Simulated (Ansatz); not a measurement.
Density of states of InP (F-43m, a = 5.907 Å, b = 5.907 Å, c = 5.907 Å, α = 90.00°, β = 90.00°, γ = 90.00°), in states per eV and primitive cell, averaged over bins of 0.5 eV. Method: DFT r2SCAN, scalar-relativistic, plane waves, PAW in Ansatz 0.2.0.

Plane waves to 500 eV, a k mesh through Γ of 8×8×8 on the computed 2-atom cell and Gaussian smearing (0.02 eV); no spin polarisation.

The cell is relaxed at this level. The states (both spins) are summed by tetrahedra on a 12×12×12 mesh at the self-consistent density. Energies are bin centres; the table starts no lower than −8 eV and ends at 6 eV, or lower where the solved bands end.

The gap is 1.03 eV at this level, with the zero inside it.

| E − E_F (eV) | total | P 3p | In 5p | In 5s | P 3s |
| --- | --- | --- | --- | --- | --- |
| -6.10 | 1.72 | 0.83 | 0.12 | 0.71 | 0.04 |
| -5.60 | 0.89 | 0.43 | 0.08 | 0.31 | 0.06 |
| -5.10 | 0.47 | 0.23 | 0.04 | 0.14 | 0.05 |
| -4.60 | 0.31 | 0.15 | 0.03 | 0.08 | 0.04 |
| -4.10 | 0.21 | 0.11 | 0.02 | 0.05 | 0.03 |
| -3.60 | 1.23 | 0.73 | 0.39 | 0.06 | 0.03 |
| -3.10 | 1.36 | 0.86 | 0.40 | 0.06 | 0.03 |
| -2.60 | 1.82 | 1.24 | 0.49 | 0.05 | 0.03 |
| -2.10 | 1.69 | 1.21 | 0.40 | 0.03 | 0.02 |
| -1.60 | 1.50 | 1.15 | 0.29 | 0.02 | 0.01 |
| -1.10 | 0.66 | 0.54 | 0.10 | 0.01 | 0.00 |
| -0.60 | 0.14 | 0.12 | 0.01 | 0.00 | 0.00 |
| -0.10 | 0.00 | 0.00 | 0.00 | 0.00 | 0.00 |
| 0.40 | 0.00 | 0.00 | 0.00 | 0.00 | 0.00 |
| 0.90 | 0.01 | 0.00 | 0.00 | 0.00 | 0.00 |
| 1.40 | 0.11 | 0.02 | 0.02 | 0.04 | 0.03 |
| 1.90 | 0.81 | 0.13 | 0.25 | 0.21 | 0.16 |
| 2.40 | 1.85 | 0.43 | 0.53 | 0.47 | 0.24 |
| 2.90 | 1.37 | 0.37 | 0.36 | 0.33 | 0.14 |
| 3.40 | 0.94 | 0.25 | 0.31 | 0.17 | 0.07 |
| 3.90 | 1.11 | 0.25 | 0.51 | 0.13 | 0.06 |
| 4.40 | 1.92 | 0.43 | 0.96 | 0.14 | 0.05 |
| 4.90 | 1.27 | 0.24 | 0.72 | 0.04 | 0.01 |
| 5.40 | 1.78 | 0.31 | 0.87 | 0.06 | 0.07 |

The columns after the total are the main Löwdin projections on the occupied valence shells of the potentials; 1 other is left out. The rest of the total lies in those, in shells that are empty in the free atom, which aren't projected, and between the atoms.